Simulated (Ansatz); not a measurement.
# Te: the cost of one run

Method: DFT PBE, scalar-relativistic, in Ansatz 0.2.0.

## (1) The starting structure

The structure is monoclinic, space group C2/m (No. 12). Conventional cell: a = 8.468 Å, b = 4.742 Å, c = 3.959 Å, α = 90.00°, β = 91.89°, γ = 90.00°. Around Te (site symmetry m) lie 6 Te at 2.99 to 3.25 Å. Te (site symmetry 2/m) has 6 Te at 2.99 to 3.10 Å as nearest neighbours.

Cell or atoms stand a little off a more symmetric structure (R-3m at a tolerance of 0.3 Å), so results at this geometry aren't those of that ideal crystal.

As a file:

```cif
data_structure
_symmetry_space_group_name_H-M 'P 1'
_symmetry_Int_Tables_number 1
_cell_length_a 4.8529
_cell_length_b 4.8529
_cell_length_c 3.9595
_cell_angle_alpha 91.647
_cell_angle_beta 91.647
_cell_angle_gamma 58.500
_cell_volume 79.46
loop_
_atom_site_label
_atom_site_type_symbol
_atom_site_fract_x
_atom_site_fract_y
_atom_site_fract_z
_atom_site_occupancy
Te1 Te 0.67600 0.67600 0.67500 1
Te2 Te 0.32400 0.32400 0.32500 1
Te3 Te 0.00000 0.00000 0.00000 1
```

Atoms are numbered in the order of the input: Te1, Te2, Te3.

## (2) The deformed structure

Space group C2/m before, C2/m after.

## (3) All-electron LAPW

File input.yaml:

```yaml
crystal:
  lattice:
    - [4.2341, -2.3712, 0.0]
    - [4.2341, 2.3712, 0.0]
    - [-0.13045, 0.0, 3.8386295]
  atoms:
    - { symbol: Te, position: [0.676, 0.676, 0.675] }
    - { symbol: Te, position: [0.324, 0.324, 0.325] }
    - { symbol: Te, position: [0.0, 0.0, 0.0] }
kpoints:
  mp_grid: { grid: [8, 8, 8] }
  band_path:
    path:
      - [0.0, 0.0, 0.0]
      - [-0.328497428, 0.328497428, 0.0]
      - [-0.671502572, -0.328497428, 0.0]
      - [-0.5, -0.5, 0.0]
      - [0.0, 0.0, 0.0]
      - [-0.5, -0.5, 0.5]
      - [-0.6773806719, -0.3226193281, 0.5]
      - [-0.3226193281, 0.3226193281, 0.5]
      - [0.0, 0.0, 0.5]
    npoints: 5
scf:
  occupations: { method: fermi_dirac, width: 0.05 }
hamiltonian:
  xc: pbe
  pseudopotentials: { kind: all_electron, lapw: { basis_error: 0.001 } }
output:
  forces: true
  stress: true
  eigenvalues: true
```

On the command line:

```bash
> ansatz run input.yaml --threads 1 --pin off --max-ram 4096MiB --backend cpu --events-out ev --progress --plain --runs-dir out
```

Q: Estimate wall time and peak memory on 1 thread of AMD EPYC 7R32 (Zen 2), shared host.

About 82 s, with a peak of 0.79 GiB.
